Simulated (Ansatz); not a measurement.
C under changes of volume

One of the cells (9.369 Å³/atom); the others are scaled copies at fixed shape and fractional positions:

```
C
1.0
     1.22805   -2.12706    0.00000
     1.22805    2.12706    0.00000
     0.00000    0.00000    7.17327
C
4
Direct
  0.91662 0.08338 0.75314
  0.41662 0.58338 0.24686
  0.08338 0.91662 0.24686
  0.58338 0.41662 0.75314
```

This is a stacking variant of graphite.

* Program: Ansatz 0.2.0
* Functional: LDA
* Potentials or basis: Ansatz PAW
* Cutoff: 420 eV (not typed: the program's choice for these potentials)
* k mesh: 12 × 12 × 4
* Occupations: fermi-dirac, width 0.05 eV
* Spin: no spin polarisation

```csv
volume (Å³/atom),energy over the lowest point (meV/atom),pressure (GPa),largest force (eV/Å)
8.807,?,?,?
8.994,5.17,7.4,0.027
9.181,0.00,1.5,0.026
9.369,1.49,-3.9,0.025
9.556,8.99,-8.8,0.024
9.744,22.00,-13.3,0.023
9.931,40.10,-17.5,0.022
```

Q: What does the run at 8.807 Å³/atom give?

A: Energy over the lowest point 17.63 meV/atom; pressure 13.9 GPa; largest force 0.029 eV/Å.

Worked out: A Birch-Murnaghan fit of order 3 (a polynomial in V^(-2/3)) to the other rows has its minimum at 9.23 Å³/atom with B0 = V·E''(V) = 271 GPa and B' = 3.4 at fixed shape and positions, which overstates the stiffness. It gives 17.49 meV/atom at 8.807 Å³/atom, against the run's 17.63, and -dE/dV = 13.8 GPa, against 13.9.

Energies are extrapolated to zero smearing.

Caveats: the PAW data sets come from PBE, with cores solved anew for the run's functional, which leaves a small shift of forces and pressure.
